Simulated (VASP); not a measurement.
ZnS, 2 atoms in the cell. The structure is cubic, space group F-43m (No. 216). Conventional cell: a = 5.410 Å, b = 5.410 Å, c = 5.410 Å, α = 90.00°, β = 90.00°, γ = 90.00°. Zn (site symmetry -43m) has 4 S at 2.34 Å as nearest neighbours. S (site symmetry -43m) has 4 Zn at 2.34 Å as nearest neighbours.  The cell isn't the ideal one: a relaxed cell with its volume scaled by 0.98.

```yaml
Program: VASP 6.6.1
Task: relaxation of the atoms
Functional: PBE
Potentials_or_basis: VASP PAW PBE potentials, release 64 (Zn, S)
Cutoff: 600 eV
k_mesh: 10 × 10 × 10
Occupations: gaussian, width 0.03 eV
Spin: no spin polarisation
Further_INCAR_settings: ALGO = Fast; EDIFF = 1e-07; IBRION = 2; EDIFFG = -0.01; NSW = 40
```

Potentials or basis: VASP PAW PBE potentials, release 64 (Zn, S).

Launch:

```console
$ cat potpaw_PBE.64/Zn/POTCAR potpaw_PBE.64/S/POTCAR > POTCAR
$ mpirun -np 1 vasp_std > vasp.out
```

Hardware: 1 thread of Intel(R) Xeon(R) Platinum 8375C CPU @ 2.90GHz (Ice Lake), on a shared host.

Question: Estimate the wall time of this run.

Answer: Run time: 45 s on 1 thread of Intel(R) Xeon(R) Platinum 8375C CPU @ 2.90GHz (Ice Lake), on a shared host, peak memory 0.18 GiB. Counts: scf iterations 17, k points 47, ion steps 1.
